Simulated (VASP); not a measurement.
# Si (R-3m) in VASP: notebook

The runs below take Si through relaxation of the atoms, with LDA, PBE.

Everything below comes from runs of VASP 6.6.1. Logs are shortened: lines on timing, memory, paths and dates and some standing lists are left out, and cuts for length are marked.

## Step 1: The structure

Symmetry: R-3m, No. 166, trigonal system. The conventional cell has a = 3.833 Å, b = 3.833 Å, c = 9.501 Å, α = 90.00°, β = 90.00°, γ = 120.00°. Around Si (site symmetry 3m) lie 4 Si at 2.35 to 2.38 Å.

## Step 2: Relaxation of the atoms, LDA

INCAR reads:

```
SYSTEM = Si
PREC     = Accurate       ! precision mode
ENCUT    = 520            ! plane-wave cutoff, eV
EDIFF    = 1E-6           ! SCF threshold, eV
ISMEAR   = 0              ! smearing method
SIGMA    = 0.01           ! smearing width, eV
LREAL    = .FALSE.        ! projectors in reciprocal space
LASPH    = .TRUE.         ! aspherical terms in the spheres
NELM     = 80             ! most SCF steps
ALGO     = Fast           ! electronic algorithm
ISIF     = 2              ! what is computed and relaxed
LWAVE    = .FALSE.        ! write WAVECAR
LCHARG   = .FALSE.        ! write CHGCAR
GGA      = CA             ! functional
IBRION   = 2              ! ionic algorithm
NSW      = 60             ! ionic steps
EDIFFG   = -0.005         ! ionic threshold
```

KPOINTS reads:

```
regular mesh
0
G
  10 10 10
  0 0 0
```

POSCAR reads:

```
Si
1.0
    0.0213672721      2.7319713639      2.7319713639
    2.7319713639      0.0213672721      2.7319713639
    2.7319713639      2.7319713639      0.0213672721
Si
2
Direct
    0.0000000000      0.0000000000      0.0000000000
    0.2500000000      0.2500000000      0.2500000000
```

Potentials or basis: VASP PAW LDA potentials, release 64 (Si).

On the command line:

```sh
> cat potpaw_LDA.64/Si/POTCAR > POTCAR
> mpirun -np 1 vasp_std > vasp.out
```

OUTCAR:

```text
SYSTEM = Si
   PREC = Accurate
   ENCUT = 520
   EDIFF = 1E-6
   ISMEAR = 0
   LREAL = .FALSE.
   LASPH = .TRUE.
   NELM = 80
   ISIF = 2
   GGA = CA
   IBRION = 2
   NSW = 60
   EDIFFG = -0.005

 ion  position               nearest neighbor table
   1  0.000  0.000  0.000-   2 2.35   2 2.35   2 2.35   2 2.38
   2  0.250  0.250  0.250-   1 2.35   1 2.35   1 2.35   1 2.38

  LATTYP: Found a trigonal (rhomboedric) cell.
 ALAT       =     3.8636500394
 COS(alpha) =     0.5078056603

  Lattice vectors:

 A1 = (   0.0213672721,   2.7319713639,   2.7319713639)
 A2 = (   2.7319713639,   0.0213672721,   2.7319713639)
 A3 = (   2.7319713639,   2.7319713639,   0.0213672721)

Analysis of symmetry for initial positions (statically):
=====================================================================
 Subroutine PRICEL returns:
 Original cell was already a primitive cell.

 Routine SETGRP: Setting up the symmetry group for a
 trigonal (rhombohedral) supercell.

 Subroutine GETGRP returns: Found 12 space group operations
 (whereof  6 operations were pure point group operations)
 out of a pool of 12 trial point group operations.

The static configuration has the point symmetry C_3v.
 The point group associated with its full space group is D_3d.

Analysis of symmetry for dynamics (positions and initial velocities):
=====================================================================
 Subroutine PRICEL returns:
 Original cell was already a primitive cell.

 Routine SETGRP: Setting up the symmetry group for a
 trigonal (rhombohedral) supercell.

 Subroutine GETGRP returns: Found 12 space group operations
 (whereof  6 operations were pure point group operations)
 out of a pool of 12 trial point group operations.

The dynamic configuration has the point symmetry C_3v.
 The point group associated with its full space group is D_3d.

 Subroutine INISYM returns: Found 12 space group operations
 (whereof  6 operations are pure point group operations),
 and found     1 'primitive' translations

----------------------------------------------------------------------------------------

                                     Primitive cell

  volume of cell :      40.3026

  direct lattice vectors                    reciprocal lattice vectors
     0.021367272  2.731971364  2.731971364    -0.185179268  0.183742185  0.183742185
     2.731971364  0.021367272  2.731971364     0.183742185 -0.185179268  0.183742185
     2.731971364  2.731971364  0.021367272     0.183742185  0.183742185 -0.185179268

  length of vectors
     3.863650039  3.863650039  3.863650039     0.319082658  0.319082658  0.319082658

  position of ions in fractional coordinates (direct lattice)
     0.000000000  0.000000000  0.000000000
     0.250000000  0.250000000  0.250000000

  ion indices of the primitive-cell ions
   primitive index   ion index
                 1           1
                 2           2

----------------------------------------------------------------------------------------

 KPOINTS: regular mesh

Automatic generation of k-mesh.
 Grid dimensions read from file:
 generate k-points for:   10   10   10

 Generating k-lattice:

  Cartesian coordinates                     Fractional coordinates (reciprocal lattice)
    -0.018517927  0.018374219  0.018374219     0.100000000 -0.000000000 -0.000000000
     0.018374219 -0.018517927  0.018374219    -0.000000000  0.100000000 -0.000000000
     0.018374219  0.018374219 -0.018517927    -0.000000000 -0.000000000  0.100000000

  Length of vectors
     0.031908266  0.031908266  0.031908266

  Shift w.r.t. Gamma in fractional coordinates (k-lattice)
     0.000000000  0.000000000  0.000000000

 Subroutine IBZKPT returns following result:
 ===========================================

 Found    116 irreducible k-points:

 Following reciprocal coordinates:
            Coordinates               Weight
  0.000000  0.000000  0.000000      1.000000
  0.100000  0.000000  0.000000      6.000000
  0.200000  0.000000  0.000000      6.000000
  0.300000  0.000000  0.000000      6.000000
  0.400000  0.000000  0.000000      6.000000
  0.500000 -0.000000 -0.000000      3.000000
[... 16 lines left out ...]
  0.300000  0.300000  0.000000      6.000000
  0.400000  0.300000  0.000000     12.000000
 [... further k-points ...]
   k-points           NKPTS =    116   k-points in BZ     NKDIM =    116   number of bands    NBANDS=      8
   number of dos      NEDOS =    301   number of ions     NIONS =      2
   total plane-waves  NPLWV =  27000
   dimension x,y,z NGX =    30 NGY =   30 NGZ =   30
   dimension x,y,z NGXF=    60 NGYF=   60 NGZF=   60
   ions per type =               2
   NGX,Y,Z   is equivalent  to a cutoff of  12.91, 12.91, 12.91 a.u.
   NGXF,Y,Z  is equivalent  to a cutoff of  25.82, 25.82, 25.82 a.u.
 SYSTEM =  Si
   PREC   = accura    normal or accurate (medium, high low for compatibility)
   ISTART =      0    job   : 0-new  1-cont  2-samecut
   ICHARG =      2    charge: 1-file 2-atom 10-const
   ISPIN  =      1    spin polarized calculation?
   LNONCOLLINEAR =      F non collinear calculations
   LSORBIT =      F    spin-orbit coupling
   LASPH  =      T    aspherical Exc in radial PAW
   ENCUT  =  520.0 eV  38.22 Ry    6.18 a.u.   7.18  7.18  7.18*2*pi/ulx,y,z
   NELM   =     80;   NELMIN=  2; NELMDL= -5     # of ELM steps
   EDIFF  = 0.1E-05   stopping-criterion for ELM
   LREAL  =      F    real-space projection
   EDIFFG = -.5E-02   stopping-criterion for IOM
   NSW    =     60    number of steps for IOM
   IBRION =      2    ionic relax: 0-MD 1-quasi-New 2-CG
   NFREE  =      1    steps in history (QN), initial steepest desc. (CG)
   ISIF   =      2    stress and relaxation
   ISYM   =      2    0-nonsym 1-usesym 2-fastsym
   POTIM  = 0.5000    time-step for ionic-motion
   TEBEG  =    0.0;   TEEND  =   0.0 temperature during run
   PSTRESS=    0.0 pullay stress
   NELECT =       8.0000    total number of electrons
   NUPDOWN=      -1.0000    fix difference up-down
   EMIN   =  10.00;   EMAX   =-10.00  energy-range for DOS
   EFERMI =   0.00;   METHOD = LEGACY
   ISMEAR =     0;   SIGMA  =   0.01  broadening in eV -4-tet -1-fermi 0-gaus
   EFERMI_NEDOS =   21; number of points for ismear=-14 and -15
   IALGO  =     68    algorithm
   IMIX   =      4    mixing-type and parameters
     AMIX     =   0.40;   BMIX     =  1.00
     AMIX_MAG =   1.60;   BMIX_MAG =  1.00
  volume/ion in A,a.u.               =      20.15       135.99
  Fermi-wavevector in a.u.,A,eV,Ry     =   0.954979  1.804648 12.408301  0.911984
  Thomas-Fermi vector in A             =   2.083775
   LORBIT       =      0    0 simple, 1 ext, 2 COOP (PROOUT), +10 PAW based schemes
   GGA     = CA    functional components
   LHFCALC =     F    Hartree Fock is set to
   AEXX    =    0.0000 exact exchange contribution
   IVDW    =     0    specifies the selected vdW correction
   LEPSILON=     F    determine dielectric tensor
   LRPA    =     F    only Hartree local field effects (RPA)
 conjugate gradient relaxation of ions
 non-spin polarized calculation
 RMM-DIIS sequential band-by-band and
 Gauss-broadening in eV      SIGMA  =   0.01
  energy-cutoff  :      520.00
  volume of cell :       40.30
 maximum number of plane-waves:      1102
 NGX is ok and might be reduce to    30
   NGX = 15   NGY = 15   NGZ = 15

--------------------------------------- Ionic step        1  -------------------------------------------

 number of electron       8.0000001 magnetization

 Free energy of the ion-electron system (eV)
  ---------------------------------------------------
  ext. energy  EPLUGINS =         0.00000000
  ---------------------------------------------------
  free energy    TOTEN  =       -11.91125441 eV

  energy without entropy =      -11.91125441  energy(sigma->0) =      -11.91125441

------------------------ aborting loop because EDIFF is reached ----------------------------------------

  FORCE on cell =-STRESS in cart. coord.  units (eV):
  Direction    XX          YY          ZZ          XY          YZ          ZX
  --------------------------------------------------------------------------------------
  -------------------------------------------------------------------------------------
  Total       -0.5075058     -0.5075058     -0.5075058     -0.1929036     -0.1929036     -0.1929036
  in kB      -20.1752186    -20.1752186    -20.1752186     -7.6686255     -7.6686255     -7.6686255
  external PRESSURE =     -20.1752186 kB  Pullay stress =       0.0000000 kB
[... 57 lines left out ...]
  energy  without entropy=      -11.9117725210  energy(sigma->0) =      -11.91177252

--------------------------------------- Ionic step        3  -------------------------------------------

 number of electron       8.0000001 magnetization

 Free energy of the ion-electron system (eV)
  ---------------------------------------------------
  ext. energy  EPLUGINS =         0.00000000
  ---------------------------------------------------
  free energy    TOTEN  =       -11.91179957 eV

  energy without entropy =      -11.91179957  energy(sigma->0) =      -11.91179957

 E-fermi :   5.8409     XC(G=0):  -9.5813

 val. band max:        5.7391407907   @ k =   0.0000   0.0000   0.0000
 cond. band min:       6.1894291460   @ k =   0.4000   0.4000   0.0000
 fundamental gap:      0.4502883552
 Fermi energy:         5.8408798756

 k-point     1 :       0.0000    0.0000    0.0000
  band No.  band energies     occupation
      1      -6.2091      2.00000
      2       5.6340      2.00000
      3       5.7391      2.00000
      4       5.7391      2.00000
      5       8.1113      0.00000
      6       8.2701      0.00000
      7       8.2701      0.00000
      8       8.8646      0.00000
[... 243 lines left out ...]
 k-point    24 :       0.4000    0.3000    0.0000
  band No.  band energies     occupation
      1      -4.0574      2.00000
      2       0.2947      2.00000
      3       2.8854      2.00000
      4       3.2353      2.00000
      5       6.6427      0.00000
      6       7.8950      0.00000
      7      12.5238      0.00000
      8      12.6976      0.00000

 [... further k-points ...]

------------------------ aborting loop because EDIFF is reached ----------------------------------------

  FORCE on cell =-STRESS in cart. coord.  units (eV):
  Direction    XX          YY          ZZ          XY          YZ          ZX
  --------------------------------------------------------------------------------------
  -------------------------------------------------------------------------------------
  Total       -0.5095035     -0.5095035     -0.5095035     -0.1475870     -0.1475870     -0.1475870
  in kB      -20.2546351    -20.2546351    -20.2546351     -5.8671257     -5.8671257     -5.8671257
  external PRESSURE =     -20.2546351 kB  Pullay stress =       0.0000000 kB
[... 17 lines left out ...]
  FREE ENERGIE OF THE ION-ELECTRON SYSTEM (eV)
  ---------------------------------------------------
  free  energy   TOTEN  =       -11.9117995650 eV

  energy  without entropy=      -11.9117995650  energy(sigma->0) =      -11.91179957

 reached required accuracy - stopping structural energy minimisation
```

It took 25 s on 1 thread of Intel Xeon 6975P-C (Granite Rapids), shared host; peak memory 0.16 GiB.

Results:

```yaml
Free_energy: -11.9118 eV
Energy_gained_by_relaxing: 0.3 meV/atom
Ionic_steps: 3
Pressure_after_relaxing: -2.0 GPa
Band_gap_on_the_k_mesh: 0.45 eV, indirect (least direct gap 2.37 eV)
```

Step by step:
```csv
step,energy change (eV),largest force (eV/Å),pressure (GPa)
1,0.0000,0.1171,-2.02
2,-0.0005,0.0271,-2.03
3,-0.0005,0.0007,-2.03
```

Final structure:
```
Si
1.0
     0.02137    2.73197    2.73197
     2.73197    0.02137    2.73197
     2.73197    2.73197    0.02137
Si
2
Direct
  0.00049 0.00049 0.00049
  0.24951 0.24951 0.24951
```

A k mesh can miss the band edges. Expect the measured gap to be larger: semilocal functionals such as LDA lack the derivative discontinuity.

## Step 3: Relaxation of the atoms, PBE

INCAR: that of step 2 with these lines changed.

```diff
@@ -13,3 +13,3 @@
 LCHARG   = .FALSE.        ! write CHGCAR
-GGA      = CA             ! functional
+GGA      = PE             ! functional
 IBRION   = 2              ! ionic algorithm
```

KPOINTS is that of step 2.

POSCAR is that of step 2.

Potentials or basis: VASP PAW PBE potentials, release 64 (Si).

On the command line:

```sh
> cat potpaw_PBE.64/Si/POTCAR > POTCAR
> mpirun -np 1 vasp_std > vasp.out
```

Run time: 28 s. Hardware: 1 thread of Intel Xeon 6975P-C (Granite Rapids), shared host; peak memory 0.17 GiB.

Results (log left out):

| Property | Result |
| --- | --- |
| Free energy | -10.8450 eV |
| Energy gained by relaxing | 0.3 meV/atom |
| Ionic steps | 3 |
| Pressure after relaxing | 1.3 GPa |
| Band gap on the k mesh | 0.55 eV, indirect (least direct gap 2.42 eV) |

Stress tensor (GPa, compression positive):
```
 1.32 -0.60 -0.60
-0.60  1.32 -0.60
-0.60 -0.60  1.32
```

Step by step:
| step | energy change (eV) | largest force (eV/Å) | pressure (GPa) |
| --- | --- | --- | --- |
| 1 | 0.0000 | 0.1260 | 1.33 |
| 2 | -0.0006 | 0.0344 | 1.31 |
| 3 | -0.0006 | 0.0007 | 1.32 |

Final structure:
```xyz
2
Lattice="0.0214 2.7320 2.7320 2.7320 0.0214 2.7320 2.7320 2.7320 0.0214" Properties=species:S:1:pos:R:3 pbc="T T T"
Si    0.0028    0.0028    0.0028
Si    1.3686    1.3686    1.3686
```

Levels at points of the mesh, in eV from the valence-band top:
```csv
k point,band 2,band 3,band 4,band 5,band 6,band 7
"(0.00, 0.00, 0.00)",-0.11,0.00,0.00,2.42,2.57,2.57
"(0.50, 0.00, 0.00)",-6.96,-1.27,-1.22,1.44,3.26,3.32
"(0.50, 0.50, 0.00)",-7.81,-2.92,-2.82,0.63,0.74,9.99
"(0.50, 0.50, 0.50)",-6.99,-1.16,-1.16,1.60,3.36,3.36
```
